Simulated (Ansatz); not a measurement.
An input for Ansatz 0.2.0 (BeS):

The input run.py:

```python
import json

import ase.io
import numpy as np
from ase.calculators.calculator import CalculationFailed, Calculator
from ase.stress import full_3x3_to_voigt_6_stress
from ase.units import GPa
from ase.optimize import FIRE
from ase.filters import FrechetCellFilter

import ansatz as az

class AnsatzCalculator(Calculator):
    implemented_properties = ["energy", "free_energy", "forces", "stress", "magmom"]

    def calculate(self, atoms, properties, system_changes):
        super().calculate(atoms, properties, system_changes)
        structure = atoms.copy()
        structure.set_constraint()
        structure.set_momenta(None)
        structure.set_masses(None)
        outcome = (
            az.Crystal.from_ase(structure)
            .calculation()
            .basis(xc_grid=2)
            .functional("lda")
            .pseudopotentials(kind="nc", accuracy="standard")
            .scf(tolerance=2e-10)
            .occupations(method="fermi_dirac", width=0.05)
            .forces()
            .stress()
            .run(threads=2)
        )
        if not outcome.report["converged"]:
            raise CalculationFailed("SCF not converged")
        report = outcome.report
        self.results = {
            "free_energy": report["lagrangian_ev"],
            "energy": report["lagrangian_ev"],
            "forces": np.array(report["forces_ev_ang"]),
            "stress": -GPa * full_3x3_to_voigt_6_stress(report["stress_gpa"]),
            "magmom": report["magnetization_mub"],
        }

np.set_printoptions(precision=5, suppress=True, linewidth=110)
atoms = ase.io.read("POSCAR", format="vasp")
atoms.calc = AnsatzCalculator()
FIRE(FrechetCellFilter(atoms)).run(fmax=0.05, steps=30)
print(f"final energy {atoms.get_potential_energy():.6f} eV, volume {atoms.get_volume() / len(atoms):.4f} A^3/atom")
print("stress (GPa)", atoms.get_stress() / GPa)
print("cell (A)", atoms.cell[:], "scaled positions", atoms.get_scaled_positions(wrap=False), sep="\n")
```

File POSCAR:

```
BeS
1.0
    0.0000000000      2.4250000000      2.4250000000
    2.4250000000      0.0000000000      2.4250000000
    2.4250000000      2.4250000000      0.0000000000
S Be
1 1
Direct
    0.7500000000      0.7500000000      0.7500000000
    0.0000000000      0.0000000000      0.0000000000
```

Potentials or basis: PseudoDojo standard.

The run is started by

```sh
$ python run.py
```

Problem. How does this run end?

Solution. The run stopped without a result. It printed:

Output:

```text
Traceback (most recent call last):
  File "run.py", line 50, in <module>
  File "run.py", line 33, in calculate
  [frames inside libraries left out]
ansatz.errors.InputError: no k-points: add .kpoints(mesh), or .kpoints with spacing=, density= or length=, or points= for k-points listed one by one  [kpoints.mp_grid]
```
